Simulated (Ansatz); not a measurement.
AgBr (rocksalt), relaxed with r2SCAN: 5 runs in Ansatz 0.2.0, each a calculation of independent-particle optics. Space group Fm-3m (No. 225), cubic; a = 5.785 Å in the conventional setting, 24.21 Å³ an atom. Around Ag lie 6 Br at 2.89 Å; around Br lie 6 Ag at 2.89 Å. (Simulation; no magnetic order is allowed.)

```xyz
2
Lattice="0.0000 2.8927 2.8927 2.8927 0.0000 2.8927 2.8927 2.8927 0.0000" Properties=species:S:1:pos:R:3 pbc="T T T"
Ag    0.0000    0.0000    0.0000
Br    2.8927    2.8927    2.8927
```

On meshes this coarse, single peaks can be features of the mesh. No local fields, no excitons; the zone sum runs over the cells of the mesh, and ε∞ includes the bands left out of the spectrum. Up to four peaks are listed, those above 15 % of the tallest and inside the complete range; the four can differ from row to row.

| functional | k mesh | broadening (eV) | scissors (eV) | range (eV) | direct gap on the mesh before scissors (eV) | ε∞ xx | ε∞ yy | ε∞ zz | complete up to (eV) | tallest peaks of mean ε₂ (eV) |
| --- | --- | --- | --- | --- | --- | --- | --- | --- | --- | --- |
| PBE | 8×8×8 | 0.1 | 0.00 | 0–12 | 2.53 | 6.31 | 6.31 | 6.31 | 6.5 | 4.40 5.85 |
| r2SCAN | 8×8×8 | 0.1 | 0.00 | 0–12 | 3.20 | 5.36 | 5.36 | 5.36 | 7.2 | 4.95 5.35 6.45 |
| LDA | 8×8×8 | 0.1 | 0.00 | 0–12 | 2.23 | 6.85 | 6.85 | 6.85 | 6.3 | 4.25 5.65 |
| PBE | 8×8×8 | 0.1 | 1.25 (to HSE06) | 0–12 | 2.53 | 5.37 | 5.37 | 5.37 | 7.8 | 5.65 7.10 |
| PBE+SOC | 8×8×8 | 0.1 | 0.00 | 0–12 | 2.35 | 6.34 | 6.34 | 6.34 | 6.5 | 4.40 5.85 |

The fundamental gap is indirect (0.68 eV with PBE on 8×8×8); the table holds the direct one.

Only the levels marked +SOC include spin-orbit coupling.
